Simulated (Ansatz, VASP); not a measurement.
**One calculation of Cu, two programs**

The input INCAR:

```
PREC = Accurate
ENCUT = 520
EDIFF = 1E-7
ISMEAR = 0
SIGMA = 0.15
LREAL = F
LASPH = T
NELM = 100
ALGO = Normal
ISIF = 2
LWAVE = F
LCHARG = F
GGA = PE
NBANDS = 12
```

Contents of KPOINTS:

```
regular mesh
0
Gamma
  22 22 22
```

POSCAR

```
Cu
1.0
    0.0000000000      1.8617250000      1.8346125000
    1.8617250000      0.0000000000      1.8346125000
    1.8617250000      1.8617250000      0.0000000000
Cu
1
Direct
    0.0000000000      0.0000000000      0.0000000000
```

Input for Ansatz:

```yaml
crystal:
  lattice:
    - [0.0, 1.861725, 1.8346125]
    - [1.861725, 0.0, 1.8346125]
    - [1.861725, 1.861725, 0.0]
  atoms:
    - { symbol: Cu, position: [0.0, 0.0, 0.0] }
basis:
  ecutwfc: 650.0
kpoints:
  mp_grid: { grid: [22, 22, 22] }
hamiltonian:
  xc: pbe
scf:
  occupations: { method: gaussian, width: 0.15 }
output:
  forces: true
  stress: true
  eigenvalues: true
  write_density: true
  write_potential: true
  elf: true
  volumetric_format: npy
```

Change from the starting cell: strain +0.030 along x and y, +0.015 along z, atoms carried along.

Alike in both runs: task single point; functional PBE; k mesh 22 × 22 × 22; occupations gaussian, width 0.15 eV; no spin polarisation.

|  | VASP | Ansatz |
| --- | --- | --- |
| version | VASP 6.6.1 | Ansatz 0.2.0 |
| potentials or method | VASP PAW PBE potentials, release 64 (Cu) | scalar-relativistic, plane waves, PAW |
| plane-wave cutoff (eV) | 520 | 650 |
| valence electrons in the cell | 11 | 19 |

```tsv
	VASP	Ansatz	Ansatz less VASP
gap on the k mesh at the Fermi level (eV)	none	none	-
pressure (GPa)	-6.9	-7.5	-0.58
largest component of the traceless stress (GPa)	0.45	0.45	-0.001
```

A gap of «none» marks a metal or a gap that the smearing closes. The functional is the same, so the differences come from potentials, cutoffs and numerics. The two sets of potentials don't hold the same shells in valence.
